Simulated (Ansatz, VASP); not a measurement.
Two plane-wave programs on BeSe

File INCAR:

```
PREC     = Accurate       # precision mode
ENCUT    = 600            # plane-wave cutoff, eV
EDIFF    = 1E-7           # SCF threshold, eV
ISMEAR   = 0              # smearing method
SIGMA    = 0.02           # smearing width, eV
LREAL    = F              # projectors in reciprocal space
LASPH    = T              # aspherical terms in the spheres
NELM     = 100            # most SCF steps
ALGO     = Fast           # electronic algorithm
ISIF     = 3              # what is computed and relaxed
LWAVE    = F              # write WAVECAR
LCHARG   = F              # write CHGCAR
GGA      = PE             # functional
IBRION   = 2              # ionic algorithm
NSW      = 100            # ionic steps
EDIFFG   = -0.01          # ionic threshold
```

File KPOINTS:

```
Automatic mesh
0
Gamma
  8 8 8
```

Contents of POSCAR:

```
BeSe
1.0
    0.0000000000      2.5894353021      2.5894353021
    2.5894353021      0.0000000000      2.5894353021
    2.5894353021      2.5894353021      0.0000000000
Be Se
1 1
Direct
    0.7500000000      0.7500000000      0.7500000000
    0.0000000000      0.0000000000      0.0000000000
```

Input for Ansatz:

```yaml
crystal:
  lattice:
    - [0.0, 2.5894353021, 2.5894353021]
    - [2.5894353021, 0.0, 2.5894353021]
    - [2.5894353021, 2.5894353021, 0.0]
  atoms:
    - { symbol: Be, position: [0.75, 0.75, 0.75] }
    - { symbol: Se, position: [0.0, 0.0, 0.0] }
basis:
  ecutwfc: 420
kpoints:
  mp_grid: { grid: [8, 8, 8] }
hamiltonian:
  xc: pbe
scf:
  occupations: { method: gaussian, width: 0.02 }
output:
  forces: true
  stress: true
  eigenvalues: true
  write_density: true
  write_potential: true
  elf: true
  volumetric_format: npy
relax:
  adjacent_minimum: "off"
  f_tol: 0.01
  max_steps: 80
  cell: { stress_tol: 0.05 }
```

Alike in both runs: task relaxation of cell and atoms; functional PBE; k mesh 8 × 8 × 8; occupations gaussian, width 0.02 eV; no spin polarisation.

```csv
,VASP,Ansatz
version,VASP 6.6.1,Ansatz 0.2.0
potentials or method,"VASP PAW PBE potentials, release 64 (Be, Se)","scalar-relativistic, plane waves, PAW"
plane-wave cutoff (eV),600,420
valence electrons in the cell,8,18
```

VASP gave:

```
gap on the k mesh at the Fermi level, each at its own relaxed structure (eV) : 2.67
relaxed volume (Å³/atom)                                                     : 17.40
relaxed cell length with the largest relative difference (Å)                 : 3.665
```

What did Ansatz give for the same quantities?

gap on the k mesh at the Fermi level, each at its own relaxed structure (eV): 2.68; relaxed volume (Å³/atom): 17.36; relaxed cell length with the largest relative difference (Å): 3.662.

The two sets of potentials don't hold the same shells in valence.

A k mesh can miss the band edges. Expect the measured gap to be larger: semilocal functionals such as PBE lack the derivative discontinuity.
